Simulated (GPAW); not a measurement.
# Rh (Fm-3m) in GPAW: notebook

One crystal, Rh, is run at these levels: PBE; tasks: single point.

Program: GPAW 26.7.0. These are calculated values, not measurements. Logs are shortened: lines on timing, memory, paths and dates and some standing lists are left out, and cuts for length are marked. The log counts tension as positive stress, the text compression.

**1. The crystal as given**

The structure is cubic, space group Fm-3m (No. 225). The conventional cell has a = 3.796 Å, b = 3.796 Å, c = 3.796 Å, α = 90.00°, β = 90.00°, γ = 90.00°. Around Rh (site symmetry m-3m) lie 12 Rh at 2.68 Å.

**2. Single point, PBE**

run.py

```python
from ase.dft.bandgap import bandgap
from ase.io import read, write
from ase.units import Bohr, GPa
from gpaw import GPAW, PW
from gpaw.elf import elf_from_dft_calculation

atoms = read('POSCAR')

calc = GPAW(mode=PW(600),
            xc='PBE',
            kpts={'size': (12, 12, 12), 'gamma': True},
            occupations={'name': 'methfessel-paxton', 'order': 0, 'width': 0.025},
            nbands=16,
            convergence={'density': 1e-05, 'energy': 1e-05},
            maxiter=150,
            txt='gpaw.txt')
atoms.calc = calc
energy = atoms.get_potential_energy()
forces = atoms.get_forces()
stress = atoms.get_stress()
calc.write('gs.gpw')
write('result.traj', atoms)
print(f'Energy: {energy:.6f} eV')
print('Forces (eV/A):')
print(forces.round(4))
print('Stress (GPa):', (stress / GPa).round(3))
print('Fermi level:', round(calc.get_fermi_level(), 4), 'eV')
print(f'Gap: {bandgap(calc)[0]:.4f} eV, direct: {bandgap(calc, direct=True)[0]:.4f} eV')

# fields on the real-space grid
write('density.cube', atoms, data=calc.get_pseudo_density() * Bohr**3)
write('potential.cube', atoms, data=calc.get_electrostatic_potential())
write('elf.cube', atoms, data=elf_from_dft_calculation(calc).data)
```

POSCAR

```
Rh
1.0
    0.0000000000      1.8978500000      1.8978500000
    1.8978500000      0.0000000000      1.8978500000
    1.8978500000      1.8978500000      0.0000000000
Rh
1
Direct
    0.0000000000      0.0000000000      0.0000000000
```

Potentials or basis: GPAW PAW data sets (gpaw-data 1.2.1), pw.

The run is started by

```
$ OMP_NUM_THREADS=1 python run.py
```

gpaw.txt:

```text
__  _  _
 | _ |_)|_||  |
 |__||  | ||/\| - 26.7.0

Input parameters:
  mode=PW(ecut=600.0),
  convergence={'density': 1e-05, 'energy': 1e-05},
  kpts=MonkhorstPack(size=(12, 12, 12), gamma=True),
  maxiter=150,
  nbands=16,
  occupations=Occupations(name='methfessel-paxton', order=0, width=0.025),
  xc=XC(name='PBE')

Diagonalizing LCAO Hamiltonian
Converting LCAO to pw mode

       Rh

Atoms  # Å, Bohr magnetons
|   | symbol |        x |        y |        z |    initial magnetic moments |
|---|--------|----------|----------|----------|-----------------------------|
| 0 |     Rh | 0.000000 | 0.000000 | 0.000000 | ( 0.0000,  0.0000,  0.0000) |

Unit cell  # Å
| periodic |        x |        y |        z |  lengths |    angles |
|----------|----------|----------|----------|----------|-----------|
|      yes | 0.000000 | 1.897850 | 1.897850 | 2.683965 | 60.000000 |
|      yes | 1.897850 | 0.000000 | 1.897850 | 2.683965 | 60.000000 |
|      yes | 1.897850 | 1.897850 | 0.000000 | 2.683965 | 60.000000 |

Number of symmetries: 48
[... 51 lines left out ...]

BZ-sampling:
  Number of BZ points: 1728
  Number of IBZ points: 72

  Monkhorst-Pack size: [12, 12, 12]
  Monkhorst-Pack shift: [0.041666666666666664, 0.041666666666666664, 0.041666666666666664]

K-points  # in reciprocal-cell coordinates
|     |                                coordinates |     weight |
|-----|--------------------------------------------|------------|
|   0 | ( -0.00000000,  -0.00000000,  -0.00000000) | 0.00057870 |
|   1 | (  0.08333333,   0.08333333,  -0.00000000) | 0.00347222 |
|   2 | (  0.08333333,   0.08333333,   0.08333333) | 0.00462963 |
|   3 | (  0.16666667,   0.08333333,   0.08333333) | 0.00694444 |
|   4 | (  0.16666667,   0.16666667,  -0.00000000) | 0.00347222 |
|   5 | (  0.16666667,   0.16666667,   0.08333333) | 0.01388889 |
|   6 | (  0.16666667,   0.16666667,   0.16666667) | 0.00462963 |
|   7 | (  0.25000000,   0.16666667,   0.08333333) | 0.01388889 |
|   8 | (  0.25000000,   0.16666667,   0.16666667) | 0.01388889 |
|   9 | (  0.25000000,   0.25000000,  -0.00000000) | 0.00347222 |
| ... |                                            |            |
|  71 | (  0.50000000,   0.50000000,   0.50000000) | 0.00231481 |

Plane wave coefficients: 471
Cutoff: 600.0 eV

Spin-components: 1 (collinear spins)
Bands:           16
Projectors:      6
Spin-degeneracy: 2
Datatype:        complex128

Parallelization:
  kpt:    1
  domain: 1
  band:   1

Density:
  Valence electrons: 15.0
  Components: 1
  Grid points: [16 16 16]
  Charge: 0.0  # |e|

Potential:
  Grid points: [16 16 16]

species:
  Rh:
    name:    Rhodium
    Z:       45.0
    valence: 15
    core:    30
    charge:  0.0  # [|e|]
    compensation charges:
      type: gauss
      rc: 0.38  # [Å]
      lmax: 2
    cutoffs:
      filter: 2.48  # [Å]
      core: 2.35  # [Å]
    projectors
    | kind |    occ | energy [eV] | rcut [Å] |
    |------|--------|-------------|----------|
    |   5s |  1.000 |      -4.297 |    1.270 |
    |   4p |  6.000 |     -50.429 |    1.381 |
    |   5p |  0.000 |      -0.852 |    1.381 |
    |   4d |  8.000 |      -5.942 |    1.244 |
    |    s |        |      22.915 |    1.270 |
    |    d |        |      21.270 |    1.244 |

    Using partial waves for Rh as LCAO basis

Reference energy: -130134.647000  # eV

eigensolver:
  PPCG
  Converge bands: occupied
  niter=2

density mixing:
  MSR1-Mixer
  Pratt-step length: 0.05
  Maximum mixing coefficient: 0.75
  Old densities: 10
  SVD Regularization: 0.005
  Good broyden scale: 1.0
  Trust region scale: 1.0
  Backstep threshold: 4.0
  History deletion threshold: 6.0
  Fourier metric: weight=20.0, sigma=0.015

occupation numbers:
  Methfessel-Paxton:
    width: 0.0250  # eV
    order: 0

poisson solver:
  ecut: 4800.0  # eV

xc functional:
  name: PBE with 2 nearest neighbor stencil

convergence criteria:
- Maximum integral of absolute [dens]ity change: 1e-05 electrons / valence electron
- Maximum [total energy] change in last 3 cyles: 1e-05 eV / valence electron
- Maximum integral of absolute [eigenst]ate change: 4e-08 eV^2 / valence electron
maximum number of iterations: 150

SCF iterations
|iter     | |      energy | eigst |  dens |
|---------|-|-------------|-------|-------|
|iter:   1| |   -7.916321 | +0.04 |       |
|iter:   2| |   -7.783214 | -2.76 | -1.10 |
|iter:   3| |   -7.311933 | -2.08 | -1.15 |
|iter:   4| |   -7.307738 | -3.57 | -2.28 |
|iter:   5| |   -7.306332 | -3.46 | -2.47 |
|iter:   6| |   -7.306318 | -6.30 | -3.56 |
|iter:   7| |   -7.306316c| -6.57 | -3.79 |
|iter:   8| |   -7.306316c| -7.54c| -5.01c|

Converged in 8 steps
Energy contributions relative to reference atoms: (reference = -130134.647000)

Energy contributions:
  Kinetic:          -2.411334
  Coulomb:           0.055533
  Zero:             -0.056189
  External:          0.000000
  Xc:               -4.894016
  Entropy:          -0.000620
  Spinorbit:         0.000000
  ----------------------------
  Free energy:      -7.306626
  Extrapolated:     -7.306316

dipole moment: (-11.480114, -11.480114, -11.480114)  # |e|*Ang

Fermi level: 11.989
Eigenvalues  # (at kpt = [-0.000, -0.000, -0.000])
| band index |      eig [eV] | occ [0-2] |
|------------|---------------|-----------|
|          0 |       -34.469 |     2.000 |
|          1 |       -34.469 |     2.000 |
|          2 |       -34.469 |     2.000 |
|          3 |         3.953 |     2.000 |
|          4 |         8.829 |     2.000 |
|          5 |         8.829 |     2.000 |
|          6 |         8.829 |     2.000 |
|          7 |        10.920 |     2.000 |
|          8 |        10.920 |     2.000 |
|          9 |        28.267 |     0.000 |
|         10 |        34.007 |     0.000 |
|         11 |        34.007 |     0.000 |
|         12 |        34.007 |     0.000 |
|         13 |        38.901 |     0.000 |
|         14 |        44.102 |     0.000 |
|         15 |        44.102 |     0.000 |

No gap
No difference between direct/indirect transitions

Forces  # eV/Ang
|        x |        y |        z |
|----------|----------|----------|
| -0.00000 | -0.00000 | -0.00000 |  # Rh   0

Stress tensor  # eV/Ang^3
|         x |         y |         z |
|-----------|-----------|-----------|
| -0.057385 | -0.000000 |  0.000000 |
| -0.000000 | -0.057385 | -0.000000 |
|  0.000000 | -0.000000 | -0.057385 |

# Writing to gs.gpw (mode='')
```

Wall time 11 s (1 thread of Intel Xeon Platinum 8488C (Sapphire Rapids), shared host); peak memory 0.14 GiB.

Results:

* Free energy: -7.3066 eV
* Pressure: 9.2 GPa
* Band gap on the k mesh: none (metal or under the smearing width)

**3. Single point, PBE**

run.py

```python
from ase import Atoms
from ase.dft.bandgap import bandgap
from ase.io import write
from ase.units import GPa
from gpaw import GPAW, PW

atoms = Atoms(['Rh'],
              cell=[[0.0, 1.89785, 1.89785],
                    [1.89785, 0.0, 1.89785],
                    [1.89785, 1.89785, 0.0]],
              scaled_positions=[[0.0, 0.0, 0.0]],
              pbc=True)

calc = GPAW(mode=PW(600),
            xc='PBE',
            kpts={'size': (12, 12, 12), 'gamma': True},
            occupations={'name': 'methfessel-paxton', 'order': 0, 'width': 0.026000000000000002},
            nbands=16,
            convergence={'density': 1e-05, 'energy': 1e-05},
            maxiter=150,
            txt='gpaw.txt')
atoms.calc = calc
energy = atoms.get_potential_energy()
forces = atoms.get_forces()
stress = atoms.get_stress()
calc.write('gs.gpw')
write('result.traj', atoms)
print(f'Energy: {energy:.6f} eV')
print('Forces (eV/A):')
print(forces.round(4))
print('Stress (GPa):', (stress / GPa).round(3))
print('Fermi level:', round(calc.get_fermi_level(), 4), 'eV')
print(f'Gap: {bandgap(calc)[0]:.4f} eV, direct: {bandgap(calc, direct=True)[0]:.4f} eV')
```

Potentials or basis: GPAW PAW data sets (gpaw-data 1.2.1), pw.

The run is started by

```
$ OMP_NUM_THREADS=1 python run.py
```

gpaw.txt:

```text
__  _  _
 | _ |_)|_||  |
 |__||  | ||/\| - 26.7.0

Input parameters:
  mode=PW(ecut=600.0),
  convergence={'density': 1e-05, 'energy': 1e-05},
  kpts=MonkhorstPack(size=(12, 12, 12), gamma=True),
  maxiter=150,
  nbands=16,
  occupations=Occupations(name='methfessel-paxton', order=0, width=0.026000000000000002),
  xc=XC(name='PBE')

Diagonalizing LCAO Hamiltonian
Converting LCAO to pw mode

       Rh

Atoms  # Å, Bohr magnetons
|   | symbol |        x |        y |        z |    initial magnetic moments |
|---|--------|----------|----------|----------|-----------------------------|
| 0 |     Rh | 0.000000 | 0.000000 | 0.000000 | ( 0.0000,  0.0000,  0.0000) |

Unit cell  # Å
| periodic |        x |        y |        z |  lengths |    angles |
|----------|----------|----------|----------|----------|-----------|
|      yes | 0.000000 | 1.897850 | 1.897850 | 2.683965 | 60.000000 |
|      yes | 1.897850 | 0.000000 | 1.897850 | 2.683965 | 60.000000 |
|      yes | 1.897850 | 1.897850 | 0.000000 | 2.683965 | 60.000000 |

Number of symmetries: 48
[... 51 lines left out ...]

BZ-sampling:
  Number of BZ points: 1728
  Number of IBZ points: 72

  Monkhorst-Pack size: [12, 12, 12]
  Monkhorst-Pack shift: [0.041666666666666664, 0.041666666666666664, 0.041666666666666664]

K-points  # in reciprocal-cell coordinates
|     |                                coordinates |     weight |
|-----|--------------------------------------------|------------|
|   0 | ( -0.00000000,  -0.00000000,  -0.00000000) | 0.00057870 |
|   1 | (  0.08333333,   0.08333333,  -0.00000000) | 0.00347222 |
|   2 | (  0.08333333,   0.08333333,   0.08333333) | 0.00462963 |
|   3 | (  0.16666667,   0.08333333,   0.08333333) | 0.00694444 |
|   4 | (  0.16666667,   0.16666667,  -0.00000000) | 0.00347222 |
|   5 | (  0.16666667,   0.16666667,   0.08333333) | 0.01388889 |
|   6 | (  0.16666667,   0.16666667,   0.16666667) | 0.00462963 |
|   7 | (  0.25000000,   0.16666667,   0.08333333) | 0.01388889 |
|   8 | (  0.25000000,   0.16666667,   0.16666667) | 0.01388889 |
|   9 | (  0.25000000,   0.25000000,  -0.00000000) | 0.00347222 |
| ... |                                            |            |
|  71 | (  0.50000000,   0.50000000,   0.50000000) | 0.00231481 |

Plane wave coefficients: 471
Cutoff: 600.0 eV

Spin-components: 1 (collinear spins)
Bands:           16
Projectors:      6
Spin-degeneracy: 2
Datatype:        complex128

Parallelization:
  kpt:    1
  domain: 1
  band:   1

Density:
  Valence electrons: 15.0
  Components: 1
  Grid points: [16 16 16]
  Charge: 0.0  # |e|

Potential:
  Grid points: [16 16 16]

species:
  Rh:
    name:    Rhodium
    Z:       45.0
    valence: 15
    core:    30
    charge:  0.0  # [|e|]
    compensation charges:
      type: gauss
      rc: 0.38  # [Å]
      lmax: 2
    cutoffs:
      filter: 2.48  # [Å]
      core: 2.35  # [Å]
    projectors
    | kind |    occ | energy [eV] | rcut [Å] |
    |------|--------|-------------|----------|
    |   5s |  1.000 |      -4.297 |    1.270 |
    |   4p |  6.000 |     -50.429 |    1.381 |
    |   5p |  0.000 |      -0.852 |    1.381 |
    |   4d |  8.000 |      -5.942 |    1.244 |
    |    s |        |      22.915 |    1.270 |
    |    d |        |      21.270 |    1.244 |

    Using partial waves for Rh as LCAO basis

Reference energy: -130134.647000  # eV

eigensolver:
  PPCG
  Converge bands: occupied
  niter=2

density mixing:
  MSR1-Mixer
  Pratt-step length: 0.05
  Maximum mixing coefficient: 0.75
  Old densities: 10
  SVD Regularization: 0.005
  Good broyden scale: 1.0
  Trust region scale: 1.0
  Backstep threshold: 4.0
  History deletion threshold: 6.0
  Fourier metric: weight=20.0, sigma=0.015

occupation numbers:
  Methfessel-Paxton:
    width: 0.0260  # eV
    order: 0

poisson solver:
  ecut: 4800.0  # eV

xc functional:
  name: PBE with 2 nearest neighbor stencil

convergence criteria:
- Maximum integral of absolute [dens]ity change: 1e-05 electrons / valence electron
- Maximum [total energy] change in last 3 cyles: 1e-05 eV / valence electron
- Maximum integral of absolute [eigenst]ate change: 4e-08 eV^2 / valence electron
maximum number of iterations: 150

SCF iterations
|iter     | |      energy | eigst |  dens |
|---------|-|-------------|-------|-------|
|iter:   1| |   -7.916323 | +0.04 |       |
|iter:   2| |   -7.783216 | -2.76 | -1.10 |
|iter:   3| |   -7.311936 | -2.08 | -1.15 |
|iter:   4| |   -7.307742 | -3.57 | -2.28 |
|iter:   5| |   -7.306336 | -3.46 | -2.47 |
|iter:   6| |   -7.306322 | -6.30 | -3.56 |
|iter:   7| |   -7.306320c| -6.57 | -3.79 |
|iter:   8| |   -7.306320c| -7.55c| -5.01c|

Converged in 8 steps
Energy contributions relative to reference atoms: (reference = -130134.647000)

Energy contributions:
  Kinetic:          -2.411762
  Coulomb:           0.055846
  Zero:             -0.056181
  External:          0.000000
  Xc:               -4.893891
  Entropy:          -0.000663
  Spinorbit:         0.000000
  ----------------------------
  Free energy:      -7.306652
  Extrapolated:     -7.306320

dipole moment: (-11.480126, -11.480126, -11.480126)  # |e|*Ang

Fermi level: 11.988
Eigenvalues  # (at kpt = [-0.000, -0.000, -0.000])
| band index |      eig [eV] | occ [0-2] |
|------------|---------------|-----------|
|          0 |       -34.469 |     2.000 |
|          1 |       -34.469 |     2.000 |
|          2 |       -34.469 |     2.000 |
|          3 |         3.953 |     2.000 |
|          4 |         8.829 |     2.000 |
|          5 |         8.829 |     2.000 |
[... 8 lines left out ...]
|         14 |        44.102 |     0.000 |
|         15 |        44.102 |     0.000 |

No gap
No difference between direct/indirect transitions

Forces  # eV/Ang
|       x |        y |        z |
|---------|----------|----------|
| 0.00000 | -0.00000 | -0.00000 |  # Rh   0

Stress tensor  # eV/Ang^3
|         x |         y |         z |
|-----------|-----------|-----------|
| -0.057385 | -0.000000 | -0.000000 |
| -0.000000 | -0.057385 |  0.000000 |
| -0.000000 |  0.000000 | -0.057385 |

# Writing to gs.gpw (mode='')
```

stdout:

```text
Energy: -7.306320 eV
Forces (eV/A):
[[ 0. -0. -0.]]
Stress (GPa): [-9.194 -9.194 -9.194  0.    -0.    -0.   ]
Fermi level: 11.9882 eV
Gap: 0.0000 eV, direct: 0.0000 eV
```

Run time: 7.8 s. Hardware: 1 thread of Intel Xeon Platinum 8488C (Sapphire Rapids), shared host; peak memory 0.14 GiB.

What came out:

```yaml
Free_energy: -7.3067 eV
Pressure: 9.2 GPa
Band_gap_on_the_k_mesh: none (metal or under the smearing width)
```

Levels at points of the mesh, in eV from the Fermi level:
```
           k point  band 3  band 4  band 5  band 6  band 7  band 8  band 9  band 10  band 11  band 12
(0.00, 0.00, 0.00)  -46.46   -8.04   -3.16   -3.16   -3.16   -1.07   -1.07    16.28    22.02    22.02
(0.50, 0.50, 0.00)  -46.73   -6.40   -6.02    0.47    0.93    0.93    3.23    12.27    13.63    13.63
(0.50, 0.50, 0.50)  -46.56   -6.19   -3.24   -3.24    0.51    0.51    0.69     8.65    15.72    22.30
```
